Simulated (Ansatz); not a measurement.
Computed properties of RbBr

```
Rb Br
1.0
     0.00000    3.42750    3.42750
     3.42750    0.00000    3.42750
     3.42750    3.42750    0.00000
Rb Br
1 1
Cartesian
  0.0000 0.0000 0.0000
  3.4275 3.4275 3.4275
```

Atoms are numbered in the order listed.

The cell is COD entry 1010048, as deposited and not checked against the literature; nothing was relaxed. It is an old determination, and later ones may differ.

Methods: DFT, PBE, all-electron LAPW, scalar-relativistic (Ansatz 0.2.0); DFT, PBE, PAW with Ansatz's default frozen-core files, scalar-relativistic (Ansatz 0.2.0).

For LAPW: a Γ-centred 7×7×7 k mesh, Fermi–Dirac smearing of 0.03 eV, basis error target 1 meV/atom, no spin polarisation. PAW takes a cutoff of 420 eV at this cell. The Ansatz runs share mesh, smearing and spin set-up. Values come from LAPW unless marked.

```
Pressure at this cell                                                                                                  : 9.9 kbar
Band gap                                                                                                               : 4.36 eV, direct at Γ
Löwdin charges (with 0.05 e of the cell spilling out of the atomic basis, so their sizes and signs hang on that basis) : Rb1 0.75, Br2 -0.70 e
Bader charges (from the PAW run)                                                                                       : Rb1 +0.82, Br2 -0.82 e
Volume per atom                                                                                                        : 40.27 Å³
```
